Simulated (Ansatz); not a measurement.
# Ga2AsP: the cost of one run

Program: Ansatz 0.2.0. Level of theory: DFT PBE, scalar-relativistic, plane waves, PAW. These are calculated values, not measurements.

**1. The system as given**

It takes space group P4/nmm (No. 129, tetragonal). Conventional cell: a = 4.024 Å, b = 4.024 Å, c = 10.227 Å, α = 90.00°, β = 90.00°, γ = 90.00°. Ga (site symmetry -4m2) is surrounded by 4 Ga at 2.85 Å and 4 As at 3.15 Å. Around Ga (site symmetry 4mm) lie 4 P at 2.60 Å and 4 As at 3.03 Å. Around P (site symmetry -4m2) lie 4 Ga at 2.60 Å. As (site symmetry 4mm) is surrounded by 8 Ga at 3.03 to 3.15 Å.

Coordinates:

```
Ga P As
1.0
     4.02427    0.00000    0.00000
     0.00000    4.02427    0.00000
     0.00000    0.00000   10.22731
Ga P As
4 2 2
Direct
  0.00000 0.00000 0.00000
  0.50000 0.50000 0.00000
  0.00000 0.50000 0.33914
  0.50000 0.00000 0.66086
  0.00000 0.00000 0.50000
  0.50000 0.50000 0.50000
  0.50000 0.00000 0.23757
  0.00000 0.50000 0.76243
```

(A quick probe on a coarse mesh, which set the mesh and smearing, is not shown.)

**3. Coarse relaxation**

File input.yaml:

```yaml
crystal:
  lattice:
    - [4.0242656083, 0.0, 0.0]
    - [0.0, 4.0242656083, 0.0]
    - [0.0, 0.0, 10.2273067066]
  atoms:
    - { symbol: Ga, position: [0.0, 0.0, 0.0] }
    - { symbol: Ga, position: [0.5, 0.5, 0.0] }
    - { symbol: Ga, position: [0.0, 0.5, 0.33914] }
    - { symbol: Ga, position: [0.5, 0.0, 0.66086] }
    - { symbol: P, position: [0.0, 0.0, 0.5] }
    - { symbol: P, position: [0.5, 0.5, 0.5] }
    - { symbol: As, position: [0.5, 0.0, 0.23757] }
    - { symbol: As, position: [0.0, 0.5, 0.76243] }
basis:
  ecutwfc: 420
kpoints:
  mp_grid: { grid: [4, 4, 2] }
hamiltonian:
  xc: pbe
scf:
  occupations: { method: gaussian, width: 0.1 }
  lower_state_search: "off"
output:
  forces: true
  stress: true
  eigenvalues: true
relax:
  adjacent_minimum: "off"
  f_tol: 0.04
  max_steps: 70
  cell: { stress_tol: 0.4 }
```

Command:

```
$ ansatz run input.yaml --threads 1 --pin off --max-ram 2560MiB --backend cpu --events-out ev --progress --plain --runs-dir out
```

**Question.** How long does this run take on 1 thread of Arm Neoverse V1, shared host, and how much memory does it need?

About 100 s, with a peak of 0.45 GiB.
